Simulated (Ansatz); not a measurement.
Runs of Ansatz 0.2.0 on GaAs. Symmetry: F-43m, No. 216, cubic system. Conventional cell: a = 5.654 Å, b = 5.654 Å, c = 5.654 Å, α = 90.00°, β = 90.00°, γ = 90.00°. As (site symmetry -43m) is surrounded by 4 Ga at 2.45 Å. Ga (site symmetry -43m) has 4 As at 2.45 Å as nearest neighbours. 

| task | level | cell | k mesh | cutoff (eV) | gap on the mesh (eV) | pressure (GPa) | relaxed volume (Å³/atom) |
| --- | --- | --- | --- | --- | --- | --- | --- |
| elastic constants | PBEsol | as given | 6 × 6 × 6 | 341 | 0.44 | 0.2 | - |
| relaxation of cell and atoms | RPBE+D3(BJ) | relaxed | 8 × 8 × 8 | - | 1.31 | 0.0 | 20.75 |
| relaxation of cell and atoms | BLYP | relaxed | 8 × 8 × 8 | - | - | 0.0 | (a) |
| relaxation of cell and atoms | LDA | relaxed | 8 × 8 × 8 | - | (b) | 0.0 | (c) |
| band structure | revPBE | as given | 8 × 8 × 8 | 316 | 0.62 | 4.7 | - |

Alike in all rows: potentials or basis all-electron LAPW, scalar-relativistic; no spin polarisation; smearing fermi-dirac 0.05 eV; basis error allowed 0.001 eV/atom.

Question: Estimate the missing entries.

Answer: (a) 25.17; (b) 0.48; (c) 21.99.

Caveats: the volume moved by +11 % from the deposited cell, more than functionals usually miss (some runs).

A k mesh can miss the band edges, and the runs leave out spin-orbit coupling on As, Ga.

Runs at the PBE level aren't shown here.
